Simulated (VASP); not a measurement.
A run of VASP 6.6.1 is set up as follows.

File INCAR:

```
  PREC = Accurate
  ENCUT = 520
  EDIFF = 1E-6
  ISMEAR = 0
  SIGMA = 0.1
  LREAL = False
  LASPH = True
  NELM = 60
  ALGO = Normal
  ISIF = 2
  LWAVE = False
  LCHARG = True
  GGA = PE
  LELF = True
  LVHAR = True
  NBANDS = 18
```

File KPOINTS:

```
Automatic mesh
0
Gamma
  6 6 6
```

Contents of POSCAR:

```
Ca2B
1.0
    0.0000000000      3.1580001913      3.1580001913
    3.1580001913      0.0000000000      3.1580001913
    3.1580001913      3.1580001913      0.0000000000
Ca B
2 1
Direct
    0.2500000000      0.2500000000      0.2500000000
    0.7500000000      0.7500000000      0.7500000000
    0.0000000000      0.0000000000      0.0000000000
```

Potentials or basis: VASP PAW PBE potentials, release 64 (Ca_sv, B).

Command:

```console
$ cat potpaw_PBE.64/Ca_sv/POTCAR potpaw_PBE.64/B/POTCAR > POTCAR
$ mpirun -np 1 vasp_std > vasp.out
```

What does it give for the band gap on the k mesh?

None (metal or under the smearing width).

Estimate the pressure.

7.6 GPa.
